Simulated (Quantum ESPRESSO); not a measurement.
Bi:

```xyz
2
Lattice="3.4886 -3.1326 0.0000 3.4886 3.1326 0.0000 -1.2602 0.0000 3.1136" Properties=species:S:1:pos:R:3 pbc="T T T"
Bi    4.1738    0.0000    2.6695
Bi    1.5432    0.0000    0.4440
```

This isn't the form of Bi at room conditions, which is rhombohedral.

Base run:

```yaml
Program: Quantum ESPRESSO 7.5
Functional: PBEsol
Potentials_or_basis: PseudoDojo 0.4 FR PBEsol standard
Cutoff: 898 eV
Density_cutoff: 3592 eV
k_mesh: 6 × 6 × 9
Occupations: fermi-dirac, width 0.05 eV
Spin: spin-orbit coupling, no magnetisation
```

Its results: band gap on the k mesh none (metal or under the smearing width); pressure -1.2 GPa; largest force 0.018 eV/Å.

The run is repeated on the same cell with these changes: potentials or basis from PseudoDojo 0.4 FR PBEsol standard to PseudoDojo 0.4.1 SR PBEsol standard; spin from spin-orbit coupling, no magnetisation to no spin polarisation. What comes out?

Band gap on the k mesh none (metal or under the smearing width); pressure -2.5 GPa; largest force 0.052 eV/Å.

Caveats: some levels on the path didn't converge (some runs); spin-orbit coupling is left out, which moves the levels of the heavy elements (some runs).

Not every run made on this cell is shown here.
